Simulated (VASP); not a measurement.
# AlRu (Pm-3m) in VASP: a series of runs, part 2 of 2

VASP 6.6.1. The steps go on from the part before.

### 3 Electrostatic potential, PBE+D3(BJ)

This run uses another cell than the first one, of 13.14 Å³/atom, 1.003 times its volume.

File INCAR:

```
ALGO = Normal ; EDIFF = 1E-6
ENCUT = 520 ; GGA = PE
ISIF = 2 ; ISMEAR = 1
IVDW = 12 ; LASPH = T
LCHARG = T ; LREAL = F
LVHAR = T ; LWAVE = F
NELM = 100 ; PREC = Accurate
SIGMA = 0.1
```

File KPOINTS:

```
k-points
0
Gamma
  14 14 14
```

File POSCAR:

```
AlRu                                    
1.0
    2.9728838237      0.0000000000     -0.0000000000
    0.0000000000      2.9728838237      0.0000000000
   -0.0000000000      0.0000000000      2.9728838237
  Ru              Al            
     1     1
Direct
     0.0000000000000000    0.0000000000000000    0.0000000000000000
     0.5000000000000000    0.5000000000000000    0.5000000000000000
```

Potentials or basis: VASP PAW PBE potentials, release 64 (Ru_pv, Al).

Run with:

```
$ cat potpaw_PBE.64/Ru_pv/POTCAR potpaw_PBE.64/Al/POTCAR > POTCAR
$ mpirun -np 1 vasp_std > vasp.out
```

OUTCAR:

```text
EDIFF = 1E-6
   ENCUT = 520
   GGA = PE
   ISIF = 2
   ISMEAR = 1
   IVDW = 12
   LASPH = T
   LREAL = F
   NELM = 100
   PREC = Accurate
 IVDW          = 12

 ion  position               nearest neighbor table
   1  0.000  0.000  0.000-   2 2.57   2 2.57   2 2.57   2 2.57   2 2.57   2 2.57   2 2.57   2 2.57

   2  0.500  0.500  0.500-   1 2.57   1 2.57   1 2.57   1 2.57   1 2.57   1 2.57   1 2.57   1 2.57

  LATTYP: Found a simple cubic cell.
 ALAT       =     2.9728838237

  Lattice vectors:

 A1 = (   2.9728838237,   0.0000000000,   0.0000000000)
 A2 = (   0.0000000000,   2.9728838237,   0.0000000000)
 A3 = (   0.0000000000,   0.0000000000,   2.9728838237)

Analysis of symmetry for initial positions (statically):
=====================================================================
 Subroutine PRICEL returns:
 Original cell was already a primitive cell.

 Routine SETGRP: Setting up the symmetry group for a
 simple cubic supercell.

 Subroutine GETGRP returns: Found 48 space group operations
 (whereof 48 operations were pure point group operations)
 out of a pool of 48 trial point group operations.

[... 177 lines left out ...]
      5       7.3173      2.00000
      6       7.3173      2.00000
      7      11.1699     -0.01883
      8      11.1699     -0.01883
      9      11.1699     -0.01883
     10      17.1555      0.00000
     11      17.1555      0.00000
     12      17.1555      0.00000
[... 331 lines left out ...]
 k-point    24 :       0.3571    0.2143    0.0000
  band No.  band energies     occupation
      1     -30.9585      2.00000
      2     -30.8557      2.00000
      3     -30.7632      2.00000
      4       4.0857      2.00000
      5       6.9837      2.00000
      6       8.3758      2.00000
      7       9.3280      2.00000
      8       9.7619      2.00000
      9      10.6332      2.00001
     10      13.7003      0.00000
     11      17.4545      0.00000
     12      19.9470      0.00000

 [... further k-points ...]

------------------------ aborting loop because EDIFF is reached ----------------------------------------

 Edisp (eV)   -1.05033

 E8    (eV) :    -0.4757

  FORCE on cell =-STRESS in cart. coord.  units (eV):
  Direction    XX          YY          ZZ          XY          YZ          ZX
  --------------------------------------------------------------------------------------
  -------------------------------------------------------------------------------------
  Total       0.01163     0.01163     0.01163    -0.00000    -0.00000     0.00000
  in kB       0.70891     0.70891     0.70891    -0.00000    -0.00000     0.00000
  external pressure =        0.71 kB  Pullay stress =        0.00 kB

 VOLUME and BASIS-vectors are now :
 -----------------------------------------------------------------------------
  energy-cutoff  :      520.00
  volume of cell :       26.27
      direct lattice vectors                 reciprocal lattice vectors
     2.972883824  0.000000000  0.000000000     0.336373723  0.000000000  0.000000000
     0.000000000  2.972883824  0.000000000     0.000000000  0.336373723  0.000000000
     0.000000000  0.000000000  2.972883824     0.000000000  0.000000000  0.336373723

 POSITION                                       TOTAL-FORCE (eV/Angst)
 -----------------------------------------------------------------------------------
      0.00000      0.00000      0.00000         0.000000      0.000000      0.000000
      1.48644      1.48644      1.48644         0.000000      0.000000      0.000000
 -----------------------------------------------------------------------------------
    total drift:                                0.000000      0.000000      0.000000

  FREE ENERGIE OF THE ION-ELECTRON SYSTEM (eV)
  ---------------------------------------------------
  free  energy   TOTEN  =       -15.2862992256 eV

  energy  without entropy=      -15.2857478982  energy(sigma->0) =      -15.28611545
```

OSZICAR:

```text
N       E                     dE             d eps       ncg     rms          rms(c)
DAV:   1     0.113058932619E+03    0.11306E+03   -0.93327E+03  2920   0.133E+03
DAV:   2    -0.125268403203E+02   -0.12559E+03   -0.12117E+03  3112   0.349E+02
DAV:   3    -0.148923841432E+02   -0.23655E+01   -0.22666E+01  3440   0.480E+01
DAV:   4    -0.149162421335E+02   -0.23858E-01   -0.23803E-01  3292   0.497E+00
DAV:   5    -0.149168477052E+02   -0.60557E-03   -0.60555E-03  3636   0.678E-01    0.127E+01
DAV:   6    -0.143221361128E+02    0.59471E+00   -0.36160E+00  3048   0.220E+01    0.243E+00
DAV:   7    -0.142514710321E+02    0.70665E-01   -0.28570E-01  3048   0.642E+00    0.219E+00
DAV:   8    -0.142361431793E+02    0.15328E-01   -0.18070E-02  3144   0.142E+00    0.196E-01
DAV:   9    -0.142359763632E+02    0.16682E-03   -0.39615E-04  3340   0.195E-01    0.136E-01
DAV:  10    -0.142359743213E+02    0.20419E-05   -0.32135E-05  3592   0.755E-02    0.151E-02
DAV:  11    -0.142359724019E+02    0.19194E-05   -0.28886E-06  2992   0.223E-02    0.623E-03
DAV:  12    -0.142359718590E+02    0.54287E-06   -0.69820E-08  1568   0.314E-03
   1 F= -.15286299E+02 E0= -.15286115E+02  d E =-.551327E-03
```

stdout:

```text
POSCAR found type information on POSCAR RuAl
 POSCAR found :  2 types and       2 ions
 scaLAPACK will be used
 LDA part: xc-table for (Slater+PW92), standard interpolation
 POSCAR, INCAR and KPOINTS ok, starting setup
 FFT: planning ... GRIDC
 FFT: planning ... GRID_SOFT
 FFT: planning ... GRID
 WAVECAR not read
 entering main loop
```

It took 8.7 s on 1 thread of Intel Xeon 6975P-C (Granite Rapids), shared host; peak memory 0.18 GiB.

Results:

* Free energy: -15.2863 eV
* Pressure: 0.1 GPa
* Band gap on the k mesh: none (metal or under the smearing width)
* Dispersion energy per atom: -0.525 eV

Levels at points of the mesh, in eV from the Fermi level:
```csv
k point,band 5,band 6,band 7,band 8,band 9,band 10,band 11,band 12
"(0.00, 0.00, 0.00)",-3.66,-3.66,0.19,0.19,0.19,6.18,6.18,6.18
"(0.50, 0.00, 0.00)",-5.51,-2.83,-1.63,-1.63,0.46,2.37,7.45,11.14
"(0.50, 0.50, 0.00)",-3.13,-1.37,-1.37,-1.19,-1.19,1.59,5.45,6.44
"(0.50, 0.50, 0.50)",-4.73,-4.73,1.69,1.69,2.70,4.19,4.19,4.19
```

Caveat: pairwise dispersion overbinds metals, which lowers pressure and volume.
